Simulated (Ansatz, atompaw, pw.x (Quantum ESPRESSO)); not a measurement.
**pw.x on fcc Ga: one setting changed**

Potential: PAW, atompaw 4.2.0.5, PBE; core [Ar], reference 3d10 4s2 4p1; waves: 4s (bound): rc 1.60 bohr; 4s channel at 0.9 Ry: rc 2.20 bohr; 4p (bound): rc 2.20 bohr; 4p channel at 0.7 Ry: rc 2.20 bohr; 3d (bound): rc 1.30 bohr; 3d channel at -0.9 Ry: rc 1.30 bohr; local part: bessel scheme, radius 2.10 bohr; core correction: smooth core density matched at 1.72 bohr; augmentation: sinc compensation charge, radius 1.60 bohr; PAW radius 2.20 bohr; waves and projectors: custom rrkj vanderbiltortho.

The reference run (k-mesh 13³, cutoffs 170/900 Ry, Fermi–Dirac 0.01 Ry, mixing_beta 0.4, conv_thr 1e-9, no spin) gives 0.12 GPa at 19.025 Å³/atom, where all-electron LAPW gives -0.07 GPa. This run, with its own iteration cap, changes mixing_ndim to 16.

```
&control
  calculation='scf', prefix='x', pseudo_dir='./', outdir='./tmp', tstress=.true., disk_io='none'
/
&system
  ibrav=0, nat=1, ntyp=1, ecutwfc=170, ecutrho=900, nbnd=14,
  occupations='smearing', smearing='fd', degauss=0.01
/
&electrons
  conv_thr=1e-09, mixing_beta=0.4, electron_maxstep=50, mixing_ndim=16
/
ATOMIC_SPECIES
Ga 1.0 Ga.UPF
CELL_PARAMETERS angstrom
  0.00000000 2.11884029 2.11884029
  2.11884029 0.00000000 2.11884029
  2.11884029 2.11884029 0.00000000
ATOMIC_POSITIONS crystal
Ga 0.0000 0.0000 0.0000
K_POINTS automatic
13 13 13 0 0 0
```

```bash
pw.x < Ga.scf.in > Ga.scf.out
```

Task: How does the run end?

Result: It converges in 7 iterations; the free energy moves by +0.0 meV/atom and the pressure by +0.00 GPa. The result is that of the reference run.

```
Message from routine setup:
     using ibrav=0 with symmetry is DISCOURAGED, use correct ibrav instead
     lattice parameter (alat)  =       5.6626  a.u.
     unit-cell volume          =     128.3871 (a.u.)^3
     number of electrons       =        13.00
     number of Kohn-Sham states=           14
     kinetic-energy cutoff     =     170.0000  Ry
     charge density cutoff     =     900.0000  Ry
     scf convergence threshold =      1.0E-09
     Exchange-correlation= SLA PW PBX PBC
     number of k points=    84  Fermi-Dirac smearing, width (Ry)=  0.0100
     iteration #  1     ecut=   170.00 Ry     beta= 0.40
     total energy              =    -277.92371374 Ry
     estimated scf accuracy    <       0.00697149 Ry
     iteration #  2     ecut=   170.00 Ry     beta= 0.40
     total energy              =    -277.92455458 Ry
     estimated scf accuracy    <       0.00084539 Ry
     iteration #  3     ecut=   170.00 Ry     beta= 0.40
     total energy              =    -277.92454527 Ry
     estimated scf accuracy    <       0.00012765 Ry
     iteration #  4     ecut=   170.00 Ry     beta= 0.40
     total energy              =    -277.92455401 Ry
     estimated scf accuracy    <       0.00000091 Ry
     iteration #  5     ecut=   170.00 Ry     beta= 0.40
     total energy              =    -277.92455543 Ry
     estimated scf accuracy    <       0.00000005 Ry
     iteration #  6     ecut=   170.00 Ry     beta= 0.40
     total energy              =    -277.92455544 Ry
     estimated scf accuracy    <          3.5E-09 Ry
     iteration #  7     ecut=   170.00 Ry     beta= 0.40
     the Fermi energy is    10.6571 ev
!    total energy              =    -277.92455544 Ry
     estimated scf accuracy    <          1.2E-10 Ry
     smearing contrib. (-TS)   =      -0.00178178 Ry
     The total energy is F=E-TS. E is the sum of the following terms:
     one-electron contribution =     -92.88631629 Ry
     hartree contribution      =      41.64528550 Ry
     xc contribution           =     -18.83246077 Ry
     ewald contribution        =     -96.75777986 Ry
     one-center paw contrib.   =    -111.09150223 Ry
     convergence has been achieved in   7 iterations
          total   stress  (Ry/bohr**3)                   (kbar)     P=        1.19
     Message from routine punch:
     Nothing written, as per user request (disk_io='none')
```

The run took about 58 s on one core of a shared host (Intel(R) Xeon(R) Platinum 8375C CPU @ 2.90GHz, 128 threads, 992 GiB, load 56).
